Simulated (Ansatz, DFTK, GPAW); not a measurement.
**Cost and result for the band gap of SiO2**

```cif
data_structure
_symmetry_space_group_name_H-M 'P4_32_12'
_symmetry_Int_Tables_number 96
_cell_length_a 4.9756
_cell_length_b 4.9756
_cell_length_c 6.9009
_cell_angle_alpha 90.000
_cell_angle_beta 90.000
_cell_angle_gamma 90.000
_cell_volume 170.84
loop_
_atom_site_label
_atom_site_type_symbol
_atom_site_symmetry_multiplicity
_atom_site_Wyckoff_symbol
_atom_site_fract_x
_atom_site_fract_y
_atom_site_fract_z
_atom_site_occupancy
Si1 Si 4 a 0.80325 0.80325 0.50000 1
O1 O 8 b 0.76176 0.11039 0.43204 1
```

The cell comes from a database or a generator and needn't be the stable form of this composition.

```tsv
rung	level	program and potentials	cutoff (eV)	k mesh	task	core time	chip	band gap (eV)	notes
LDA	LDA	Ansatz, Ansatz PAW	420	6 × 6 × 4	band structure	3.6 s	AMD EPYC 7R13 Zen 3	5.49	potentials made for PBE, which Ansatz adapts in part
meta-GGA	r2SCAN	Ansatz, Ansatz PAW	500	6 × 6 × 4	band structure	5.1 s	AMD EPYC 7R13 Zen 3	6.35	potentials made for PBE, which Ansatz adapts in part
hybrid	PBE0	Ansatz, Ansatz PAW	420	4 × 4 × 4	band structure	68 s	AMD EPYC 7R13 Zen 3	8.29	potentials made for PBE, which Ansatz adapts in part
hybrid	HSE06	Ansatz, Ansatz PAW	420	4 × 4 × 4	band structure	73 s	AMD EPYC 7R13 Zen 3	7.52	potentials made for PBE, which Ansatz adapts in part
GGA	PBEsol	DFTK, PseudoDojo SR PBEsol 0.4.1 standard (PBEsol)	1143	6 × 6 × 4	single point	22 min	Intel Xeon Platinum 8259CL Skylake/Cascade Lake	5.70	-
meta-GGA	r2SCAN	GPAW, GPAW PAW data sets (gpaw-data 1.2.1)	800	4 × 4 × 3	band structure	32 min	Arm Neoverse V2	(a)	potentials made for PBE
```

Times are single runs on shared hosts and different chips, so they are rough; meshes, cutoffs and the tasks' sizes weigh on the time. All rows: no spin polarisation. Gaps are the least found on the k mesh or the band path, and a mesh can miss the band edges. Meshes differ between rows, which moves values too. All levels ran on this one cell, unrelaxed unless noted. Meshes are those of the run's cell of 12 atoms unless a note names another. Runs on faulty files, with rough fits or with known faults for this quantity aren't shown. PBE isn't shown for this crystal. No row holds spin-orbit coupling.

**Question.** Estimate the value left out from the other rows.

**Answer.** (a) 6.42 eV.
